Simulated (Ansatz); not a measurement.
Crystal: MoSe2.

```
CELL_PARAMETERS angstrom
3.28800 0.00000 0.00000
-1.64400 2.84749 0.00000
0.00000 0.00000 12.90000
ATOMIC_POSITIONS crystal
Mo 0.66667 0.33333 0.75000
Mo 0.33333 0.66667 0.25000
Se 0.66667 0.33333 0.37500
Se 0.33333 0.66667 0.87500
Se 0.66667 0.33333 0.12500
Se 0.33333 0.66667 0.62500
```

- Program: Ansatz 0.2.0
- Task: relaxation of cell and atoms
- Functional: BLYP
- Dispersion: D4
- Potentials or basis: Ansatz PAW
- Cutoff: 420 eV (not typed: the program's choice for these potentials)
- k mesh: 9 × 9 × 2
- Occupations: fermi-dirac, width 0.05 eV
- Spin: no spin polarisation

At the start: volume 20.13 Å³/atom.

Problem. Where does the relaxation end?

Solution. It ends after 9 steps and the volume is 20.37 Å³/atom (+1.2 %); space group P6_3/mmc (No. 194, to 0.05 Å).

The path:
| step | energy change (eV) | largest force (eV/Å) | volume (Å³) |
| --- | --- | --- | --- |
| 1 | 0.0000 | 1.4804 | 120.78 |
| 2 | -0.0644 | 1.1888 | 118.59 |
| 3 | -0.3352 | 0.1188 | 122.94 |
| 4 | -0.3373 | 0.0034 | 122.61 |
| 5 | -0.3377 | 0.0098 | 122.39 |
| 6 | -0.3380 | 0.0092 | 122.13 |
| 7 | -0.3380 | 0.0002 | 122.21 |
| 8 | -0.3380 | 0.0007 | 122.20 |
| 9 | -0.3382 | 0.0007 | 122.20 |

Final structure:
```
CELL_PARAMETERS angstrom
3.33804 0.00000 0.00000
-1.66902 2.89082 0.00000
0.00000 0.00000 12.66393
ATOMIC_POSITIONS crystal
Mo 0.66667 0.33333 0.75000
Mo 0.33333 0.66667 0.25000
Se 0.66667 0.33333 0.38204
Se 0.33333 0.66667 0.88204
Se 0.66667 0.33333 0.11796
Se 0.33333 0.66667 0.61796
```

Caveat: the plane-wave basis is chosen anew once the cell has moved, so the energies of steps on either side of that aren't comparable; the PAW data sets come from PBE, with cores solved anew for the run's functional, which leaves a small shift of forces and pressure.
